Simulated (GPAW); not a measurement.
# Te2Mo (P6_3/mmc) in GPAW: band structure with SCAN

Aim: the band structure of Te2Mo with SCAN.

All numbers are computed with GPAW 26.7.0; they aren't measurements. Logs are shortened: lines on timing, memory, paths and dates and some standing lists are left out, and cuts for length are marked. The log counts tension as positive stress, the text compression.

**What was measured.**

“Broadband infrared study of pressure-tunable Fano resonance and metallization transition in 2H-MoTe2”, 2022, pmc:9569381 quotes, for a bulk crystal of Te2Mo at 300 K: band gap 0.88 ± 0.05 eV (indirect).

The runs below are set against these values where they give the same quantity.

### Step 1. Starting point

The structure is hexagonal, space group P6_3/mmc (No. 194). The conventional cell has a = 3.518 Å, b = 3.518 Å, c = 13.974 Å, α = 90.00°, β = 90.00°, γ = 120.00°. Te (site symmetry 3m) has 3 Mo at 2.72 Å as nearest neighbours. Mo (site symmetry -6m2) is surrounded by 6 Te at 2.72 Å.

### Step 2. Band structure, SCAN, spin-orbit coupling, no magnetisation

Contents of run.py:

```python
import numpy as np
from ase.dft.bandgap import bandgap
from ase.io import write
from ase.spacegroup import crystal
from ase.units import GPa
from gpaw import GPAW, PW
from gpaw.spinorbit import soc_eigenstates

# Te 4f
# Mo 2c
atoms = crystal(['Te', 'Mo'],
                basis=[[0.6666666667, 0.3333333333, 0.379],
                       [0.6666666667, 0.3333333333, 0.75]],
                spacegroup=194, setting=1,  # P6_3/mmc
                cellpar=[3.5182, 3.5182, 13.9736, 90.0, 90.0, 120.0],
                primitive_cell=True)

calc = GPAW(mode=PW(600),
            xc='MGGA_X_SCAN+MGGA_C_SCAN',
            kpts={'size': (5, 5, 2), 'gamma': True},
            occupations={'name': 'fermi-dirac', 'width': 0.05},
            nbands=46,
            convergence={'density': 1e-05, 'energy': 1e-05},
            maxiter=150,
            txt='gpaw.txt')
atoms.calc = calc
energy = atoms.get_potential_energy()
forces = atoms.get_forces()
stress = atoms.get_stress()
calc.write('gs.gpw')
write('result.traj', atoms)
print(f'Energy: {energy:.6f} eV')
print('Forces (eV/A):')
print(forces.round(4))
print('Stress (GPa):', (stress / GPa).round(3))
print('Fermi level:', round(calc.get_fermi_level(), 4), 'eV')
print(f'Gap: {bandgap(calc)[0]:.4f} eV, direct: {bandgap(calc, direct=True)[0]:.4f} eV')

path = atoms.cell.bandpath('GMKGALHA,LM,KH', npoints=60, eps=1e-4)
bs_calc = calc.fixed_density(kpts=path, symmetry='off', nbands=73,
                             convergence={'bands': 'CBM+6.0', 'eigenstates': 1e-6}, txt='bands.txt')
bs = bs_calc.band_structure()
bs.write('bs.json')
print(f'Gap on the path: {bandgap(bs_calc)[0]:.4f} eV')

soc = soc_eigenstates(bs_calc, theta=0, phi=0, ignore_xc_potential=True)
np.savetxt('soc_bands.dat', soc.eigenvalues(), fmt='%.4f')
mesh = soc_eigenstates('gs.gpw', theta=0, phi=0, ignore_xc_potential=True)
np.savetxt('soc_mesh.dat', mesh.eigenvalues(), fmt='%.4f')
print('Fermi level with spin-orbit coupling:', round(mesh.fermi_level, 4), 'eV')
```

Potentials or basis: GPAW PAW data sets (gpaw-data 1.2.1), pw.

Command:

```
$ OMP_NUM_THREADS=1 python run.py
```

gpaw.txt:

```text
__  _  _
 | _ |_)|_||  |
 |__||  | ||/\| - 26.7.0

Input parameters:
  mode=PW(ecut=600.0),
  convergence={'density': 1e-05, 'energy': 1e-05},
  kpts=MonkhorstPack(size=(5, 5, 2), gamma=True),
  maxiter=150,
  nbands=46,
  occupations=Occupations(name='fermi-dirac', width=0.05),
  xc=XC(name='MGGA_X_SCAN+MGGA_C_SCAN')

Diagonalizing LCAO Hamiltonian
Converting LCAO to pw mode

        Te

           Mo

        Te

           Te

        Mo

           Te

Atoms  # Å, Bohr magnetons
|   | symbol |         x |        y |         z |    initial magnetic moments |
|---|--------|-----------|----------|-----------|-----------------------------|
| 0 |     Te |  1.759100 | 1.015617 |  5.295994 | ( 0.0000,  0.0000,  0.0000) |
| 1 |     Te | -0.000000 | 2.031234 | 12.282794 | ( 0.0000,  0.0000,  0.0000) |
| 2 |     Te | -0.000000 | 2.031234 |  8.677606 | ( 0.0000,  0.0000,  0.0000) |
| 3 |     Te |  1.759100 | 1.015617 |  1.690806 | ( 0.0000,  0.0000,  0.0000) |
| 4 |     Mo |  1.759100 | 1.015617 | 10.480200 | ( 0.0000,  0.0000,  0.0000) |
| 5 |     Mo | -0.000000 | 2.031234 |  3.493400 | ( 0.0000,  0.0000,  0.0000) |

Unit cell  # Å
| periodic |         x |        y |         z |   lengths |     angles |
|----------|-----------|----------|-----------|-----------|------------|
|      yes |  3.518200 | 0.000000 |  0.000000 |  3.518200 |  90.000000 |
|      yes | -1.759100 | 3.046851 |  0.000000 |  3.518200 |  90.000000 |
|      yes |  0.000000 | 0.000000 | 13.973600 | 13.973600 | 120.000000 |

Number of symmetries: 12
Symmetry operations  # r_c * U_cc + t_c -> r_c
|    | kind |            matrix            |
|----|------|------------------------------|
|  0 |  σ   |  1, 1, 0,  0,-1, 0,  0, 0, 1 |
|  1 |  S6  |  1, 1, 0, -1, 0, 0,  0, 0,-1 |
|  2 |  E   |  1, 0, 0,  0, 1, 0,  0, 0, 1 |
|  3 |  C2  |  1, 0, 0, -1,-1, 0,  0, 0,-1 |
|  4 |  C2  |  0, 1, 0,  1, 0, 0,  0, 0,-1 |
|  5 |  C3  |  0, 1, 0, -1,-1, 0,  0, 0, 1 |
|  6 |  S6  |  0,-1, 0,  1, 1, 0,  0, 0,-1 |
|  7 |  σ   |  0,-1, 0, -1, 0, 0,  0, 0, 1 |
|  8 |  σ   | -1, 0, 0,  1, 1, 0,  0, 0, 1 |
|  9 |  i   | -1, 0, 0,  0,-1, 0,  0, 0,-1 |
| 10 |  C3  | -1,-1, 0,  1, 0, 0,  0, 0, 1 |
| 11 |  C2  | -1,-1, 0,  0, 1, 0,  0, 0,-1 |

BZ-sampling:
  Number of BZ points: 50
  Number of IBZ points: 10

  Monkhorst-Pack size: [5, 5, 2]
  Monkhorst-Pack shift: [0.0, 0.0, 0.25]

K-points  # in reciprocal-cell coordinates
|   |                                coordinates |     weight |
|---|--------------------------------------------|------------|
| 0 | (  0.00000000,   0.00000000,   0.00000000) | 0.02000000 |
| 1 | (  0.00000000,   0.00000000,   0.50000000) | 0.02000000 |
| 2 | (  0.20000000,   0.00000000,   0.00000000) | 0.12000000 |
| 3 | (  0.20000000,   0.00000000,   0.50000000) | 0.12000000 |
| 4 | (  0.40000000,  -0.20000000,   0.00000000) | 0.12000000 |
| 5 | (  0.40000000,  -0.20000000,   0.50000000) | 0.12000000 |
| 6 | (  0.40000000,   0.00000000,   0.00000000) | 0.12000000 |
| 7 | (  0.40000000,   0.00000000,   0.50000000) | 0.12000000 |
| 8 | (  0.40000000,   0.40000000,   0.00000000) | 0.12000000 |
| 9 | (  0.40000000,   0.40000000,   0.50000000) | 0.12000000 |

Plane wave coefficients: 5024
Cutoff: 600.0 eV

Spin-components: 1 (collinear spins)
Bands:           46
Projectors:      32
Spin-degeneracy: 2
Datatype:        complex128

Parallelization:
  kpt:    1
  domain: 1
  band:   1

Density:
  Valence electrons: 52.0
  Components: 1
  Grid points: [20 20 80]
  Charge: 0.0  # |e|

Potential:
  Grid points: [20 20 80]

species:
  Te:
    name:    Tellurium
    Z:       52.0
    valence: 6
    core:    46
    charge:  0.0  # [|e|]
    compensation charges:
      type: gauss
      rc: 0.36  # [Å]
      lmax: 2
    cutoffs:
      filter: 2.09  # [Å]
      core: 3.17  # [Å]
    projectors
    | kind |    occ | energy [eV] | rcut [Å] |
    |------|--------|-------------|----------|
    |   5s |  2.000 |     -15.089 |    1.180 |
    |   5p |  4.000 |      -5.955 |    1.196 |
    |    s |        |      12.123 |    1.180 |
    |    p |        |      21.256 |    1.196 |
    |    d |        |       0.000 |    1.238 |

    Using partial waves for Te as LCAO basis

  Mo:
    name:    Molybdenum
    Z:       42.0
    valence: 14
    core:    28
    charge:  0.0  # [|e|]
    compensation charges:
      type: gauss
      rc: 0.38  # [Å]
      lmax: 2
    cutoffs:
      filter: 2.16  # [Å]
      core: 1.42  # [Å]
    projectors
    | kind |    occ | energy [eV] | rcut [Å] |
    |------|--------|-------------|----------|
    |   4s |  2.000 |     -64.307 |    1.238 |
    |   5s |  1.000 |      -4.084 |    1.238 |
    |   4p |  6.000 |     -38.491 |    1.296 |
    |   5p |  0.000 |      -1.044 |    1.296 |
    |   4d |  5.000 |      -3.754 |    1.296 |
    |    d |        |      23.458 |    1.296 |

    Using partial waves for Mo as LCAO basis

Reference energy: -959430.878998  # eV

eigensolver:
  PPCG
  Converge bands: occupied
  niter=2

density mixing:
  MSR1-Mixer
  Pratt-step length: 0.05
  Maximum mixing coefficient: 0.75
  Old densities: 10
  SVD Regularization: 0.005
  Good broyden scale: 1.0
  Trust region scale: 1.0
  Backstep threshold: 4.0
  History deletion threshold: 6.0
  Fourier metric: weight=20.0, sigma=0.015

occupation numbers:
  Fermi-Dirac:
    width: 0.0500  # eV

poisson solver:
  ecut: 4800.0  # eV

xc functional:
  name: MGGA_X_SCAN+MGGA_C_SCAN with 2 nearest neighbor stencil

convergence criteria:
- Maximum integral of absolute [dens]ity change: 1e-05 electrons / valence electron
- Maximum [total energy] change in last 3 cyles: 1e-05 eV / valence electron
- Maximum integral of absolute [eigenst]ate change: 4e-08 eV^2 / valence electron
maximum number of iterations: 150

SCF iterations
|iter     | |      energy | eigst |  dens |
|---------|-|-------------|-------|-------|
|iter:   1| | -200.464406 | +0.51 |       |
|iter:   2| | -189.566194 | -0.93 | -1.09 |
|iter:   3| | -188.835388 | -1.38 | -1.12 |
|iter:   4| | -188.611400 | -1.35 | -1.35 |
|iter:   5| | -188.641759 | -2.35 | -1.88 |
|iter:   6| | -188.659452 | -2.61 | -2.10 |
|iter:   7| | -188.657947 | -3.79 | -2.52 |
|iter:   8| | -188.657548 | -4.08 | -2.68 |
|iter:   9| | -188.657653c| -4.59 | -3.16 |
|iter:  10| | -188.657649c| -5.74 | -3.76 |
|iter:  11| | -188.657650c| -6.58 | -4.23 |
|iter:  12| | -188.657650c| -7.50c| -4.61 |
|iter:  13| | -188.657650c| -7.63c| -5.20c|

Converged in 13 steps
Energy contributions relative to reference atoms: (reference = -959430.878998)

Energy contributions:
  Kinetic:          13.119876
  Coulomb:         -19.470192
  Zero:             -0.704872
  External:          0.000000
  Xc:             -181.602449
  Entropy:          -0.000027
  Spinorbit:         0.000000
  ----------------------------
  Free energy:    -188.657663
  Extrapolated:   -188.657650

dipole moment: (-0.000099, -0.000172, -0.000789)  # |e|*Ang

Fermi level: 8.361
Eigenvalues  # (at kpt = [0.000, 0.000, 0.000])
| band index |      eig [eV] | occ [0-2] |
|------------|---------------|-----------|
|          0 |       -54.863 |     2.000 |
|        ... |               |           |
|         18 |         6.157 |     2.000 |
|         19 |         6.901 |     2.000 |
|         20 |         6.927 |     2.000 |
|         21 |         6.928 |     2.000 |
|         22 |         6.963 |     2.000 |
|         23 |         6.964 |     2.000 |
[... 8 lines left out ...]
|         32 |        11.586 |     0.000 |
|         33 |        11.586 |     0.000 |
|        ... |               |           |
|         45 |        19.500 |     0.000 |

Gap: 0.843 eV
Transition (v -> c):
  (s=0, k=0, n=25, [0.00, 0.00, 0.00]) -> (s=0, k=4, n=26, [0.40, -0.20, 0.00])
Direct/indirect transitions are different
Direct gap: 1.378 eV
Transition at: (s=0, k=4, n=25, [0.40, -0.20, 0.00])

Forces  # eV/Ang
|        x |        y |        z |
|----------|----------|----------|
|  0.00000 |  0.00000 | -0.30926 |  # Te   0
|  0.00000 | -0.00000 | -0.30943 |  # Te   1
|  0.00000 |  0.00000 |  0.30926 |  # Te   2
|  0.00000 |  0.00000 |  0.30943 |  # Te   3
| -0.00000 |  0.00000 |  0.00011 |  # Mo   4
| -0.00000 | -0.00000 | -0.00011 |  # Mo   5

Stress tensor  # eV/Ang^3
|        x |         y |         z |
|----------|-----------|-----------|
| 0.003507 | -0.000000 |  0.000000 |
| 0.000000 |  0.003507 | -0.000000 |
| 0.000000 | -0.000000 |  0.004516 |

# Writing to gs.gpw (mode='')
```

It took 11 min on 1 thread of Arm Neoverse V1, shared host; peak memory 0.91 GiB.

Results:

```
Free energy             : -188.6577 eV
Pressure                : -0.6 GPa
Largest force           : 0.309 eV/Å
Band gap on the k mesh  : 0.83 eV, indirect (least direct gap 1.31 eV)
Band gap along the path : 0.82 eV, indirect (least direct gap 1.05 eV)
```

Forces on the atoms (eV/Å):
```
Te   0.000  0.000 -0.309
Te   0.000  0.000 -0.309
Te   0.000  0.000  0.309
Te   0.000  0.000  0.309
Mo   0.000  0.000  0.000
Mo   0.000  0.000  0.000
```

Levels at the corners of the path, in eV from the valence-band top:
```csv
point,band 48,band 49,band 50,band 51,band 52,band 53,band 54,band 55,band 56,band 57
Γ,-0.94,-0.41,-0.41,-0.03,-0.03,2.69,2.69,2.83,2.83,2.97
M,-1.05,-0.58,-0.58,-0.31,-0.31,1.36,1.36,1.42,1.42,1.58
K,-1.91,-0.33,-0.33,0.00,0.00,1.05,1.05,1.08,1.08,1.26
Γ,-0.94,-0.41,-0.41,-0.03,-0.03,2.69,2.69,2.83,2.83,2.97
A,-0.96,-0.13,-0.13,-0.13,-0.13,2.73,2.73,2.73,2.73,3.14
L,-1.06,-0.45,-0.45,-0.45,-0.45,1.39,1.39,1.39,1.39,1.77
H,-2.10,-0.30,-0.30,-0.08,-0.08,1.05,1.05,1.10,1.10,1.68
A,-0.96,-0.13,-0.13,-0.13,-0.13,2.73,2.73,2.73,2.73,3.14
L,-1.06,-0.45,-0.45,-0.45,-0.45,1.39,1.39,1.39,1.39,1.77
M,-1.05,-0.58,-0.58,-0.31,-0.31,1.36,1.36,1.42,1.42,1.58
K,-1.91,-0.33,-0.33,0.00,0.00,1.05,1.05,1.08,1.08,1.26
H,-2.10,-0.30,-0.30,-0.08,-0.08,1.05,1.05,1.10,1.10,1.68
```

Caveat: the k mesh is coarse; spin-orbit coupling was added after a scalar SCF, so levels and gaps hold it while energy, forces, pressure and moments don't; this program's spin-orbit splittings come out too wide for heavy elements; the PAW data sets were made with another functional, which shifts forces and pressure a little.

### Step 3. Comparison with measurements

Step 2. Measured gap of Te2Mo: 0.88 eV (indirect; 300 K; quoted in “Broadband infrared study of pressure-tunable Fano resonance and metallization transition in 2H-MoTe2”, 2022, pmc:9569381). This calculation gives 0.82 eV (-0.06 eV). The value is that of SCAN, without temperature or zero-point motion.
